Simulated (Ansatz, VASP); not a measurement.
One calculation of ZnSe, two programs

Contents of INCAR:

```
  ALGO = Normal
  EDIFF = 1E-7
  ENCUT = 520
  ISIF = 2
  ISMEAR = -1
  LASPH = True
  LCHARG = False
  LREAL = False
  LWAVE = False
  NBANDS = 16
  NELM = 80
  PREC = Accurate
  SIGMA = 0.03
```

The input KPOINTS:

```
k-points
0
Gamma
  8 8 8
```

The input POSCAR:

```
ZnSe
1.0
    0.0000000000      2.8710911186      2.8710911186
    2.8710911186      0.0000000000      2.8710911186
    2.8710911186      2.8710911186      0.0000000000
Zn Se
1 1
Direct
    0.0000000000      0.0000000000      0.0000000000
    0.7500000000      0.7500000000      0.7500000000
```

Input for Ansatz:

```yaml
crystal:
  lattice:
    - [0.0, 2.8710911186, 2.8710911186]
    - [2.8710911186, 0.0, 2.8710911186]
    - [2.8710911186, 2.8710911186, 0.0]
  atoms:
    - { symbol: Zn, position: [0.0, 0.0, 0.0] }
    - { symbol: Se, position: [0.75, 0.75, 0.75] }
kpoints:
  mp_grid: { grid: [8, 8, 8] }
  band_path:
    path:
      - [0.0, 0.0, 0.0]
      - [-0.5, -0.5, 0.0]
      - [-0.375, -0.375, 0.25]
      - [-0.375, 0.0, 0.375]
      - [0.0, 0.0, 0.0]
      - [0.0, 0.0, 0.5]
      - [-0.5, -0.25, 0.25]
      - [-0.5, -0.5, 0.0]
    npoints: 5
scf:
  occupations: { method: fermi_dirac, width: 0.03 }
hamiltonian:
  xc: lda
  pseudopotentials: { kind: all_electron, lapw: { basis_error: 0.00025 } }
output:
  forces: true
  stress: true
  eigenvalues: true
```

Change from the starting cell: volume scaled by 1.04.

Alike in both runs: task single point; functional LDA; k mesh 8 × 8 × 8; occupations fermi-dirac, width 0.03 eV; no spin polarisation.

|  | VASP | Ansatz |
| --- | --- | --- |
| version | VASP 6.6.1 | Ansatz 0.2.0 |
| potentials or method | VASP PAW LDA potentials, release 64 (Zn, Se) | all-electron LAPW, scalar-relativistic |
| plane-wave cutoff (eV) | 520 | see its input |

```tsv
	VASP	Ansatz	Ansatz less VASP
pressure (GPa)	-5.1	-5.4	-0.23
```

Ansatz ran all-electron here, so the differences hold the error of VASP's frozen core and of both bases.
